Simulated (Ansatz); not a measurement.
## VO2: pressure against volume

Reference cell: a COD entry, whose atoms a relaxation with PBE at fixed cell left in place.

Space group P4_2/mnm (No. 136); a = 4.5546, c = 2.8528 Å.

| site | Wyckoff | site symmetry | x | y | z |
| --- | --- | --- | --- | --- | --- |
| V | 2a | m.mm | 0.0000 | 0.0000 | 0.0000 |
| O | 4f | m.2m | 0.3001 | 0.3001 | 0.0000 |

One atom of each set is listed.

The numbers come from a DFT calculation in Ansatz (PBE, plane waves and PAW, scalar-relativistic, collinear spin, 420 eV cutoff, Γ-centred 10×10×16 k-points, Fermi–Dirac smearing 0.05 eV). Start moments as typed (μB): 1 on each V, none on the rest.

The cell is scaled uniformly, and the ions relax again at each size.

```
V/V₀  pressure (GPa)
0.94               ?
0.96            12.3
0.98             6.6
1.00             1.7
1.02            -2.9
1.04            -6.8
1.06           -10.3
```

Question: Estimate the row at V/V₀ = 0.94 and the bulk modulus.

Answer: pressure (GPa): 18.7. Worked: a parabola in ln(V/V₀) through the other 6 rows gives 18.5 GPa there. It crosses zero pressure at V/V₀ = 1.007, the equilibrium volume of this functional, where the bulk modulus is B = −dP/d ln V = 231 GPa. The shape of the cell is held, so in this non-cubic crystal both values are those of uniform scaling, and B is an upper bound to the hydrostatic one.

Semilocal functionals can leave a metal where correlation in the d or f shell opens a gap in the real compound, and that would change the values at and beside V. All moments are parallel here, as the start or the cell imposes; many such compounds order antiparallel, where fields and spin densities carried over to other atoms largely cancel. The magnetic order is the one that the run reached from its start moments, not necessarily the measured one.
